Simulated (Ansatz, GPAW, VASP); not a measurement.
# GaSb: programs and potentials compared

```
Sb Ga
1.0
     0.00000    3.05900    3.05900
     3.05900    0.00000    3.05900
     3.05900    3.05900    0.00000
Sb Ga
1 1
Direct
  0.75000 0.75000 0.75000
  0.00000 0.00000 0.00000
```

Alike in all runs: task single point; functional PBE; k mesh 8 × 8 × 8; occupations gaussian, width 0.03 eV; no spin polarisation; no spin-orbit coupling. Pressure is positive in compression and, in plane waves, holds the error of the finite cutoff, which Ansatz's Pulay term estimates and takes out.

```tsv
program and potentials	plane-wave cutoff (eV)	notes	band gap (eV)	pressure (GPa)
Ansatz, Ansatz PAW	420	14 valence electrons an atom on average; Pulay term of +0.04 GPa included	0.03	2.31
Ansatz, all-electron LAPW, scalar-relativistic	-	-	0.04	2.31
GPAW, GPAW PAW data sets (gpaw-data 1.2.1)	600	9 valence electrons an atom on average	0.09	2.31
VASP, PBE PAW files Ga_d, Sb, 520 eV	520	9 valence electrons an atom on average	0.04	2.40
```

The band gap spans 0.03 (Ansatz, Ansatz PAW) to 0.09 eV (GPAW, GPAW PAW data sets (gpaw-data 1.2.1)), with all-electron results at 0.04. The pressure spans 2.31 (Ansatz, Ansatz PAW) to 2.40 GPa (VASP, PBE PAW files Ga_d, Sb, 520 eV), with all-electron results at 2.31. Spin-orbit coupling, left out here, moves the band edges of heavy atoms.

The functional is the same throughout but for its coding, so the spread measures potentials, basis and numerics; runs on potential files found faulty are left out.

All four calculations put GaSb at the edge of gap closure and under compression. The near-zero gap disagrees with the well-known semiconductor, whose gap is a sizeable fraction of an electronvolt. The main cause is the semilocal functional, which lacks the derivative discontinuity and places the antibonding, s-like conduction minimum at the zone centre too close to the Sb p-derived valence top. The positive pressure reflects PBE's familiar underbinding: its equilibrium lattice is larger than the cell used here. Since expansion lowers that s-like state relative to the valence top, relaxing the cell would probably narrow the gap further or close it.

Gap and pressure do not deviate together. GPAW matches the all-electron pressure but has the widest gap, whereas VASP matches the all-electron gap but gives the highest pressure, which suggests that the potentials affect the band-edge states and the volume dependence of the energy differently. Agreement with the all-electron result therefore supports the numerical treatment of PBE, not its description of the optical threshold.
